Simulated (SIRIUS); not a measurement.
Wanted: the native input for a SIRIUS 7.12.0 run.

```yaml
Task: single point
Functional: PBE
Potentials_or_basis: in-house norm-conserving set, PBE (scalar relativistic)
Cutoff: 1102 eV
Density_cutoff: 4408 eV
k_mesh: 10 × 10 × 10
Occupations: fermi-dirac, width 0.05 eV
Spin: no spin polarisation
Libxc_names: "[\"XC_GGA_X_PBE\", \"XC_GGA_C_PBE\"]"
Energy_tol: 1e-08 Ha
Density_tol: 1e-06
Mixer: anderson
Mixing_beta: 0.7
Max_scf: 100
Radial_cutoff_for_the_potentials'_integrals: 6.5 bohr
```

The system is Sb.

```
Sb
1.0
    -1.57654    1.57654    2.71194
     1.57654   -1.57654    2.71194
     1.57654    1.57654   -2.71194
Sb
1
Direct
  0.00000 0.00000 0.00000
```

This isn't the form of Sb at room conditions, which is rhombohedral.

These files were run (other wordings do the same):

sirius.json

```json
{
  "control": {
    "processing_unit": "cpu",
    "verbosity": 2,
    "num_bands_to_print": 14,
    "print_forces": true,
    "print_stress": true
  },
  "parameters": {
    "electronic_structure_method": "pseudopotential",
    "xc_functionals": ["XC_GGA_X_PBE", "XC_GGA_C_PBE"],
    "gk_cutoff": 9.0,
    "pw_cutoff": 18.0,
    "ngridk": [10, 10, 10],
    "shiftk": [0, 0, 0],
    "smearing": "fermi_dirac",
    "smearing_width": 0.0018374661,
    "num_bands": 14,
    "num_mag_dims": 0,
    "num_dft_iter": 100,
    "energy_tol": 1e-08,
    "density_tol": 1e-06
  },
  "iterative_solver": {
    "type": "davidson",
    "min_tolerance": 1e-10
  },
  "mixer": {
    "type": "anderson",
    "beta": 0.7,
    "max_history": 8
  },
  "settings": {
    "tol_ne": 1e-10,
    "pseudo_grid_cutoff": 6.5
  },
  "unit_cell": {
    "lattice_vectors": [
      [-2.979229170526, 2.979229170526, 5.124820902004],
      [2.979229170526, -2.979229170526, 5.124820902004],
      [2.979229170526, 2.979229170526, -5.124820902004]
    ],
    "atom_coordinate_units": "lattice",
    "atom_types": ["Sb"],
    "atom_files": {
      "Sb": "Sb.json"
    },
    "atoms": {
      "Sb": [
        [0.0, 0.0, 0.0]
      ]
    }
  }
}
```

Potentials or basis: in-house norm-conserving set, PBE (scalar relativistic).

The run is started by

```console
$ upf_to_json Sb.upf
$ OMP_NUM_THREADS=1 sirius.scf --input=sirius.json --output=out.json --task=0
```

It gave:

```yaml
Pressure: 2.0 GPa
Band_gap_on_the_k_mesh: none (metal or under the smearing width)
```

It took 3 min on 1 thread of Intel(R) Xeon(R) Platinum 8259CL CPU @ 2.50GHz (Skylake/Cascade Lake), on a shared host, peak memory 0.53 GiB.
